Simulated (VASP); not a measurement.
A run of VASP 6.6.1 is set up as follows.

INCAR

```
PREC = Accurate ; ENCUT = 520
EDIFF = 1E-7 ; ISMEAR = 0
SIGMA = 0.02 ; LREAL = F
LASPH = T ; NELM = 100
ALGO = Fast ; ISIF = 2
LWAVE = F ; LCHARG = F
ISPIN = 2 ; MAGMOM = 0.5 0.5
LORBIT = 11 ; NUPDOWN = 2
GGA = PE ; IVDW = 12
IBRION = 2 ; NSW = 40
EDIFFG = -0.02
```

File KPOINTS:

```
Automatic mesh
0
Gamma
  1 1 1
```

File POSCAR:

```
O
1.0
   10.0000000000      0.0000000000      0.0000000000
    0.0000000000     10.5000000000      0.0000000000
    0.0000000000      0.0000000000     11.0000000000
O
2
Direct
    0.5000000000      0.5000000000      0.5566343636
    0.5000000000      0.5000000000      0.4433656364
```

Potentials or basis: VASP PAW PBE potentials, release 64 (O).

Run with:

```console
$ cat potpaw_PBE.64/O/POTCAR > POTCAR
$ mpirun -np 1 vasp_std > vasp.out
```

Problem. What does it give for the energy gained by relaxing?

Solution. 2.8 meV/atom.

Problem. Estimate the dispersion energy per atom.

Solution. -0.004 eV.

Final structure:
```yaml
crystal:
  lattice:
    - [10.00000, 0.00000, 0.00000]
    - [0.00000, 10.50000, 0.00000]
    - [0.00000, 0.00000, 11.00000]
  atoms:
    - { symbol: O, position: [0.50000, 0.50000, 0.55604] }
    - { symbol: O, position: [0.50000, 0.50000, 0.44396] }
```

Caveat: the standard files for N, O and F lose accuracy on very short bonds; the total moment is fixed, so each spin has its own Fermi level.
